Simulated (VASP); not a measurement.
A run of VASP 6.6.1 is set up as follows.

INCAR

```
SYSTEM = Nd
  PREC = Accurate
  ENCUT = 500
  EDIFF = 1E-7
  ISMEAR = 0
  SIGMA = 0.02
  LREAL = .FALSE.
  LASPH = .TRUE.
  NELM = 100
  ALGO = Normal
  ISIF = 2
  LWAVE = .FALSE.
  LCHARG = .FALSE.
  ISPIN = 2
  MAGMOM = 3
  LORBIT = 11
  LMAXMIX = 6
  GGA = RP
  NBANDS = 17
```

File KPOINTS:

```
regular mesh
0
G
  9 9 9
  0 0 0
```

Contents of POSCAR:

```
Nd
3.6839
    0.000000000000      0.707109435870      0.707109435870
    0.707109435870      0.000000000000      0.707109435870
    0.707109435870      0.707109435870      0.000000000000
Nd
1
Direct
    0.0000000000      0.0000000000      0.0000000000
```

Potentials or basis: VASP PAW PBE potentials, release 64 (Nd).

Command:

```sh
$ cat potpaw_PBE.64/Nd/POTCAR > POTCAR
$ mpirun -np 1 vasp_std > vasp.out
```

(1) What does it give for the pressure?

(2) Predict the net moment.

## Answers

(1) 1.4 GPa.

(2) 4.23 μB per cell.

Caveat: the magnetic or orbital state may not be the lowest; the PAW data sets were made with another functional, which shifts forces and pressure a little.
